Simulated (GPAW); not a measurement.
The system is SrCl2.

```
Sr Cl
1.0
     0.00000    3.48835    3.48835
     3.48835    0.00000    3.48835
     3.48835    3.48835    0.00000
Sr Cl
1 2
Direct
  0.00000 0.00000 0.00000
  0.75000 0.75000 0.75000
  0.25000 0.25000 0.25000
```

Base run:

| Quantity | Value |
| --- | --- |
| Program | GPAW 26.7.0 |
| Functional | r2SCAN |
| Potentials or basis | GPAW PAW data sets (gpaw-data 1.2.1) |
| Cutoff | 600 eV |
| Basis | pw |
| k mesh | 7 × 7 × 7 |
| Occupations | fermi-dirac, width 0.05 eV |
| Spin | no spin polarisation |

Its results: band gap on the k mesh 6.01 eV, indirect (least direct gap 6.21 eV); pressure 0.3 GPa.

The run is repeated on the same cell with these changes: functional from r2SCAN to PBE. What comes out?

Band gap on the k mesh 5.38 eV, indirect (least direct gap 5.68 eV); pressure 1.1 GPa.

r2SCAN gives the wider gap, since meta-GGAs in the generalised Kohn-Sham scheme recover part of the derivative discontinuity.

Caveats: the PAW data sets were made with another functional, which shifts forces and pressure a little (some runs).

A k mesh can miss the band edges.
